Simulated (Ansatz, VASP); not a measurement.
## As in VASP and in Ansatz

Contents of INCAR:

```
ALGO = Fast
EDIFF = 1E-7
ENCUT = 520
GGA = PS
ISIF = 2
ISMEAR = -1
LASPH = T
LCHARG = F
LREAL = F
LWAVE = F
NBANDS = 8
NELM = 60
PREC = Accurate
SIGMA = 0.1
```

The input KPOINTS:

```
k-points
0
Gamma
  13 13 13
```

The input POSCAR:

```
As
1.0
    2.6918772479      0.0000000000      0.0000000000
    0.0000000000      2.6918772479      0.0000000000
    0.0000000000      0.0000000000      2.6918772479
As
1
Direct
    0.0000000000      0.0000000000      0.0000000000
```

Input for Ansatz:

```yaml
crystal:
  lattice:
    - [2.6918772479, 0.0, 0.0]
    - [0.0, 2.6918772479, 0.0]
    - [0.0, 0.0, 2.6918772479]
  atoms:
    - { symbol: As, position: [0.0, 0.0, 0.0] }
hamiltonian:
  xc: pbesol
  pseudopotentials:
    kind: paw
    azcp:
      As: "pseudopotentials/As.paw.azcp"
basis:
  ecutwfc: 420
  fft_grid_basis: typed
kpoints:
  mp_grid: { grid: [13, 13, 13], shift: [0, 0, 0] }
magnetization:
  spin_polarized: false
scf:
  occupations: { method: fermi_dirac, width: 0.1 }
  lower_state_search: "off"
output:
  stress: true
```

Alike in both runs: task single point; functional PBEsol; k mesh 13 × 13 × 13; occupations fermi-dirac, width 0.1 eV; no spin polarisation.

|  | VASP | Ansatz |
| --- | --- | --- |
| version | VASP 6.6.1 | Ansatz 0.2.0 |
| potentials or method | VASP PAW PBE potentials, release 64 (As) | plane waves (420 eV) with PAW, scalar-relativistic |
| plane-wave cutoff (eV) | 520 | 420 |
| valence electrons in the cell | 5 | 15 |

|  | VASP | Ansatz | Ansatz less VASP |
| --- | --- | --- | --- |
| pressure (GPa) | 0.3 | -0.1 | -0.33 |

With one functional, cell and mesh, what is left measures potentials, basis and numerics. The two sets of potentials don't hold the same shells in valence. Ansatz warned: «pseudo_functional_mismatch».

Caveats: the PAW data sets were made with another functional, which shifts forces and pressure a little (VASP).
